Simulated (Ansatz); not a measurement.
The parent structure is CdS in the zinc blende structure (space group F-43m, No. 216; a = 5.927 Å).

(Cell as relaxed with PBE.)

Levels (all Ansatz, a program for electronic structure, PAW, earlier PAW set): PBE (420 eV, no SOC); r2SCAN (500 eV, no SOC).

Each level relaxes its own structure.

| base | PBE | r2SCAN |
|---|---|---|
| volume per atom | 26.03 Å³ | 25.40 Å³ |
| lattice parameter a | 5.927 Å | 5.879 Å |
| band gap | 1.04 eV | 1.54 eV |

The change: every Cd is replaced by Ag; the structure is relaxed again.

| quantity | PBE | r2SCAN |
|---|---|---|
| lattice parameter a | 5.697 Å | 5.652 Å |
| band gap | zero | zero |

PBE's lattice parameter a lies 0.0441 Å above r2SCAN's (0.8 %); the two agree on the band gap. Neither level is exact; r2SCAN is the comparison here, not a measurement.

Stability against distortions was not tested. As relaxed here, AgS is a hypothetical phase, not in the database extracts checked. All final runs are without spin polarisation. An odd electron count without spin: AgS.
